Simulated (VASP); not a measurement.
# KF (Carobbiite) (Fm-3m) in VASP: a series of runs

Runs on KF (Carobbiite). Level: PBEsol. Tasks: relaxation of the atoms.

Everything below comes from runs of VASP 6.6.1. Logs are shortened: lines on timing, memory, paths and dates and some standing lists are left out, and cuts for length are marked.

## 1. Starting point

The structure is cubic, space group Fm-3m (No. 225). The conventional cell has a = 5.310 Å, b = 5.310 Å, c = 5.310 Å, α = 90.00°, β = 90.00°, γ = 90.00°. K (site symmetry m-3m) has 6 F at 2.65 Å as nearest neighbours. F (site symmetry m-3m) is surrounded by 6 K at 2.65 Å.

## 2. Relaxation of the atoms, PBEsol (a relaxed cell with its volume scaled by 0.96)

Input file INCAR:

```
SYSTEM = KF
  ALGO = Normal
  EDIFF = 1E-7
  EDIFFG = -0.01
  ENCUT = 600
  GGA = PS
  IBRION = 2
  ISIF = 2
  ISMEAR = 0
  LASPH = .TRUE.
  LCHARG = .FALSE.
  LREAL = .FALSE.
  LWAVE = .FALSE.
  NELM = 80
  NSW = 40
  PREC = Accurate
  SIGMA = 0.03
```

Input file KPOINTS:

```
k-points
0
G
  10 10 10
  0 0 0
```

Input file POSCAR:

```
KF                                      
1.0
   -0.0000000000      2.6190875611      2.6190875611
    2.6190875611      0.0000000000      2.6190875611
    2.6190875611      2.6190875611      0.0000000000
  K               F             
     1     1
Direct
     0.0000000000000000    0.0000000000000000    1.0000000000000000
     0.5000000000000000    0.5000000000000000    0.5000000000000000
```

Potentials or basis: VASP PAW PBE potentials, release 64 (K_sv, F).

Run with:

```sh
$ cat potpaw_PBE.64/K_sv/POTCAR potpaw_PBE.64/F/POTCAR > POTCAR
$ mpirun -np 1 vasp_std > vasp.out
```

OUTCAR:

```text
SYSTEM = KF
   EDIFF = 1E-7
   EDIFFG = -0.01
   ENCUT = 600
   GGA = PS
   IBRION = 2
   ISIF = 2
   ISMEAR = 0
   LASPH = .TRUE.
   LREAL = .FALSE.
   NELM = 80
   NSW = 40
   PREC = Accurate

 ion  position               nearest neighbor table
   1  0.000  0.000  0.000-   2 2.62   2 2.62   2 2.62   2 2.62   2 2.62   2 2.62
   2  0.500  0.500  0.500-   1 2.62   1 2.62   1 2.62   1 2.62   1 2.62   1 2.62

  LATTYP: Found a face centered cubic cell.
 ALAT       =     5.2381751222

  Lattice vectors:

 A1 = (   0.0000000000,   2.6190875611,   2.6190875611)
 A2 = (   2.6190875611,   0.0000000000,   2.6190875611)
 A3 = (   2.6190875611,   2.6190875611,   0.0000000000)

Analysis of symmetry for initial positions (statically):
=====================================================================
 Subroutine PRICEL returns:
 Original cell was already a primitive cell.

 Routine SETGRP: Setting up the symmetry group for a
 face centered cubic supercell.

 Subroutine GETGRP returns: Found 48 space group operations
 (whereof 48 operations were pure point group operations)
 out of a pool of 48 trial point group operations.

The static configuration has the point symmetry O_h .

Analysis of symmetry for dynamics (positions and initial velocities):
=====================================================================
 Subroutine PRICEL returns:
 Original cell was already a primitive cell.

 Routine SETGRP: Setting up the symmetry group for a
 face centered cubic supercell.

 Subroutine GETGRP returns: Found 48 space group operations
 (whereof 48 operations were pure point group operations)
 out of a pool of 48 trial point group operations.

The dynamic configuration has the point symmetry O_h .

 Subroutine INISYM returns: Found 48 space group operations
 (whereof 48 operations are pure point group operations),
 and found     1 'primitive' translations

----------------------------------------------------------------------------------------

                                     Primitive cell

  volume of cell :      35.9319

  direct lattice vectors                    reciprocal lattice vectors
     0.000000000  2.619087561  2.619087561    -0.190906179  0.190906179  0.190906179
     2.619087561  0.000000000  2.619087561     0.190906179 -0.190906179  0.190906179
     2.619087561  2.619087561  0.000000000     0.190906179  0.190906179 -0.190906179

  length of vectors
     3.703949150  3.703949150  3.703949150     0.330659202  0.330659202  0.330659202

  position of ions in fractional coordinates (direct lattice)
     0.000000000  0.000000000  0.000000000
     0.500000000  0.500000000  0.500000000

  ion indices of the primitive-cell ions
   primitive index   ion index
                 1           1
                 2           2

----------------------------------------------------------------------------------------

 KPOINTS: k-points

Automatic generation of k-mesh.
 Grid dimensions read from file:
 generate k-points for:   10   10   10

 Generating k-lattice:

  Cartesian coordinates                     Fractional coordinates (reciprocal lattice)
    -0.019090618  0.019090618  0.019090618     0.100000000  0.000000000  0.000000000
     0.019090618 -0.019090618  0.019090618     0.000000000  0.100000000  0.000000000
     0.019090618  0.019090618 -0.019090618     0.000000000  0.000000000  0.100000000

  Length of vectors
     0.033065920  0.033065920  0.033065920

  Shift w.r.t. Gamma in fractional coordinates (k-lattice)
     0.000000000  0.000000000  0.000000000

 Subroutine IBZKPT returns following result:
 ===========================================

 Found     47 irreducible k-points:

 Following reciprocal coordinates:
            Coordinates               Weight
  0.000000  0.000000  0.000000      1.000000
  0.100000  0.000000  0.000000      8.000000
  0.200000  0.000000  0.000000      8.000000
  0.300000  0.000000  0.000000      8.000000
  0.400000  0.000000  0.000000      8.000000
  0.500000  0.000000  0.000000      4.000000
[... 16 lines left out ...]
  0.300000  0.300000  0.000000      6.000000
  0.400000  0.300000  0.000000     24.000000
 [... further k-points ...]
   k-points           NKPTS =     47   k-points in BZ     NKDIM =     47   number of bands    NBANDS=     12
   number of dos      NEDOS =    301   number of ions     NIONS =      2
   total plane-waves  NPLWV =  27000
   dimension x,y,z NGX =    30 NGY =   30 NGZ =   30
   dimension x,y,z NGXF=    60 NGYF=   60 NGZF=   60
   ions per type =               1   1
   NGX,Y,Z   is equivalent  to a cutoff of  13.47, 13.47, 13.47 a.u.
   NGXF,Y,Z  is equivalent  to a cutoff of  26.93, 26.93, 26.93 a.u.
 SYSTEM =  KF
   PREC   = accura    normal or accurate (medium, high low for compatibility)
   ISTART =      0    job   : 0-new  1-cont  2-samecut
   ICHARG =      2    charge: 1-file 2-atom 10-const
   ISPIN  =      1    spin polarized calculation?
   LNONCOLLINEAR =      F non collinear calculations
   LSORBIT =      F    spin-orbit coupling
   LASPH  =      T    aspherical Exc in radial PAW
   ENCUT  =  600.0 eV  44.10 Ry    6.64 a.u.   7.40  7.40  7.40*2*pi/ulx,y,z
   NELM   =     80;   NELMIN=  2; NELMDL= -5     # of ELM steps
   EDIFF  = 0.1E-06   stopping-criterion for ELM
   LREAL  =      F    real-space projection
   EDIFFG = -.1E-01   stopping-criterion for IOM
   NSW    =     40    number of steps for IOM
   IBRION =      2    ionic relax: 0-MD 1-quasi-New 2-CG
   NFREE  =      1    steps in history (QN), initial steepest desc. (CG)
   ISIF   =      2    stress and relaxation
   ISYM   =      2    0-nonsym 1-usesym 2-fastsym
   POTIM  = 0.5000    time-step for ionic-motion
   TEBEG  =    0.0;   TEEND  =   0.0 temperature during run
   PSTRESS=    0.0 pullay stress
   NELECT =      16.0000    total number of electrons
   NUPDOWN=      -1.0000    fix difference up-down
   EMIN   =  10.00;   EMAX   =-10.00  energy-range for DOS
   EFERMI =   0.00;   METHOD = LEGACY
   ISMEAR =     0;   SIGMA  =   0.03  broadening in eV -4-tet -1-fermi 0-gaus
   EFERMI_NEDOS =   21; number of points for ismear=-14 and -15
   IALGO  =     38    algorithm
   IMIX   =      4    mixing-type and parameters
     AMIX     =   0.40;   BMIX     =  1.00
     AMIX_MAG =   1.60;   BMIX_MAG =  1.00
  volume/ion in A,a.u.               =      17.97       121.24
  Fermi-wavevector in a.u.,A,eV,Ry     =   1.250129  2.362401 21.263489  1.562822
  Thomas-Fermi vector in A             =   2.384138
   LORBIT       =      0    0 simple, 1 ext, 2 COOP (PROOUT), +10 PAW based schemes
   GGA     = PS    functional components
   LHFCALC =     F    Hartree Fock is set to
   AEXX    =    0.0000 exact exchange contribution
   IVDW    =     0    specifies the selected vdW correction
   LEPSILON=     F    determine dielectric tensor
   LRPA    =     F    only Hartree local field effects (RPA)
 conjugate gradient relaxation of ions
 non-spin polarized calculation
 Gauss-broadening in eV      SIGMA  =   0.03
  energy-cutoff  :      600.00
  volume of cell :       35.93
 maximum number of plane-waves:      1243
 NGX is ok and might be reduce to    30
   NGX = 15   NGY = 15   NGZ = 15

 number of electron      16.0000009 magnetization

 Free energy of the ion-electron system (eV)
  ---------------------------------------------------
  ext. energy  EPLUGINS =         0.00000000
  ---------------------------------------------------
  free energy    TOTEN  =        -8.51296415 eV

  energy without entropy =       -8.51296415  energy(sigma->0) =       -8.51296415

 E-fermi :  -2.5296     XC(G=0):  -8.9016

 val. band max:       -2.7469763288   @ k =   0.0000   0.0000   0.0000
 cond. band min:       3.5917366462   @ k =   0.0000   0.0000   0.0000
 fundamental gap:      6.3387129750
 Fermi energy:        -2.5296065559

 k-point     1 :       0.0000    0.0000    0.0000
  band No.  band energies     occupation
      1     -28.5502      2.00000
      2     -21.3075      2.00000
      3     -11.8119      2.00000
      4     -11.8119      2.00000
      5     -11.8119      2.00000
      6      -2.7470      2.00000
      7      -2.7470      2.00000
      8      -2.7470      2.00000
      9       3.5917      0.00000
     10       8.0439      0.00000
     11       8.0439      0.00000
     12       8.0439      0.00000

 k-point     2 :       0.1000    0.0000    0.0000
  band No.  band energies     occupation
      1     -28.5379      2.00000
      2     -21.3195      2.00000
      3     -11.8428      2.00000
      4     -11.8159      2.00000
      5     -11.8159      2.00000
      6      -2.8511      2.00000
      7      -2.7878      2.00000
      8      -2.7878      2.00000
      9       3.8916      0.00000
     10       7.8609      0.00000
     11       8.1910      0.00000
     12       8.1910      0.00000

 k-point     3 :       0.2000    0.0000    0.0000
  band No.  band energies     occupation
      1     -28.5056      2.00000
      2     -21.3513      2.00000
      3     -11.9230      2.00000
      4     -11.8261      2.00000
      5     -11.8261      2.00000
      6      -3.0983      2.00000
      7      -2.8929      2.00000
      8      -2.8929      2.00000
      9       4.6829      0.00000
     10       7.5399      0.00000
     11       8.5878      0.00000
     12       8.5878      0.00000

 k-point     4 :       0.3000    0.0000    0.0000
  band No.  band energies     occupation
      1     -28.4652      2.00000
      2     -21.3912      2.00000
      3     -12.0209      2.00000
      4     -11.8386      2.00000
      5     -11.8386      2.00000
      6      -3.3658      2.00000
      7      -3.0193      2.00000
      8      -3.0193      2.00000
      9       5.6695      0.00000
     10       7.4267      0.00000
     11       9.0826      0.00000
     12       9.0826      0.00000

 k-point     5 :       0.4000    0.0000    0.0000
  band No.  band energies     occupation
      1     -28.4321      2.00000
      2     -21.4239      2.00000
      3     -12.0992      2.00000
      4     -11.8485      2.00000
      5     -11.8485      2.00000
      6      -3.5606      2.00000
      7      -3.1188      2.00000
      8      -3.1188      2.00000
      9       6.3204      0.00000
     10       7.7900      0.00000
     11       9.4554      0.00000
     12       9.4554      0.00000
[... 228 lines left out ...]
      1     -28.4234      2.00000
      2     -21.4051      2.00000
      3     -12.1235      2.00000
      4     -12.0236      2.00000
      5     -11.8550      2.00000
      6      -3.4481      2.00000
      7      -3.1316      2.00000
      8      -2.9041      2.00000
      9       6.5784      0.00000
     10       7.2890      0.00000
     11       9.2529      0.00000
     12       9.7554      0.00000

 k-point    22 :      -0.2000    0.2000    0.0000
  band No.  band energies     occupation
      1     -28.4531      2.00000
      2     -21.3887      2.00000
      3     -12.0160      2.00000
      4     -11.9915      2.00000
      5     -11.8222      2.00000
      6      -3.3892      2.00000
      7      -3.0925      2.00000
      8      -2.8375      2.00000
      9       5.9303      0.00000
     10       7.1354      0.00000
     11       9.2073      0.00000
     12       9.2462      0.00000

 k-point    23 :       0.3000    0.3000    0.0000
  band No.  band energies     occupation
      1     -28.4438      2.00000
      2     -21.3614      2.00000
      3     -12.1253      2.00000
      4     -11.9839      2.00000
      5     -11.9839      2.00000
      6      -3.2617      2.00000
      7      -2.7943      2.00000
      8      -2.7943      2.00000
      9       6.0557      0.00000
     10       6.0699      0.00000
     11      10.0491      0.00000
     12      10.2160      0.00000

 k-point    24 :       0.4000    0.3000    0.0000
  band No.  band energies     occupation
      1     -28.4203      2.00000
      2     -21.3647      2.00000
      3     -12.2539      2.00000
      4     -12.0228      2.00000
      5     -12.0085      2.00000
      6      -3.1780      2.00000
      7      -2.8522      2.00000
      8      -2.8282      2.00000
      9       5.9074      0.00000
     10       6.7854      0.00000
     11       9.6264      0.00000
     12      10.5437      0.00000

 [... further k-points ...]

------------------------ aborting loop because EDIFF is reached ----------------------------------------

  FORCE on cell =-STRESS in cart. coord.  units (eV):
  Direction    XX          YY          ZZ          XY          YZ          ZX
  --------------------------------------------------------------------------------------
  -------------------------------------------------------------------------------------
  Total        0.3361177      0.3361177      0.3361177     -0.0000000      0.0000000     -0.0000000
  in kB       14.9872494     14.9872494     14.9872494     -0.0000000      0.0000000     -0.0000000
  external PRESSURE =      14.9872494 kB  Pullay stress =       0.0000000 kB

 VOLUME and BASIS-vectors are now :
 -----------------------------------------------------------------------------
  energy-cutoff  :      600.00
  volume of cell :       35.93
      direct lattice vectors                 reciprocal lattice vectors
     0.000000000  2.619087561  2.619087561    -0.190906179  0.190906179  0.190906179
     2.619087561  0.000000000  2.619087561     0.190906179 -0.190906179  0.190906179
     2.619087561  2.619087561  0.000000000     0.190906179  0.190906179 -0.190906179

 POSITION                                       TOTAL-FORCE (eV/Angst)
 -----------------------------------------------------------------------------------
      0.00000      0.00000      0.00000         0.000000     -0.000000      0.000000
      2.61909      2.61909      2.61909        -0.000000      0.000000     -0.000000
 -----------------------------------------------------------------------------------
    total drift:                                0.000000      0.000000      0.000000

  FREE ENERGIE OF THE ION-ELECTRON SYSTEM (eV)
  ---------------------------------------------------
  free  energy   TOTEN  =        -8.5129641530 eV

  energy  without entropy=       -8.5129641530  energy(sigma->0) =       -8.51296415

 reached required accuracy - stopping structural energy minimisation
```

Wall time 13 s (1 thread of Intel Xeon 6975P-C (Granite Rapids), shared host); peak memory 0.18 GiB.

Results:

```
Free energy             : -8.5130 eV
Pressure after relaxing : 1.5 GPa
Band gap on the k mesh  : 6.34 eV, direct
```

Final structure:
```xyz
2
Lattice="0.0000 2.6191 2.6191 2.6191 0.0000 2.6191 2.6191 2.6191 0.0000" Properties=species:S:1:pos:R:3 pbc="T T T"
K     0.0000    0.0000    0.0000
F     2.6191    2.6191    2.6191
```

Caveat: the relaxation stopped at its first step, so nothing moved; the PAW data sets were made with another functional, which shifts forces and pressure a little.

(Continued in part 2 of 2.)
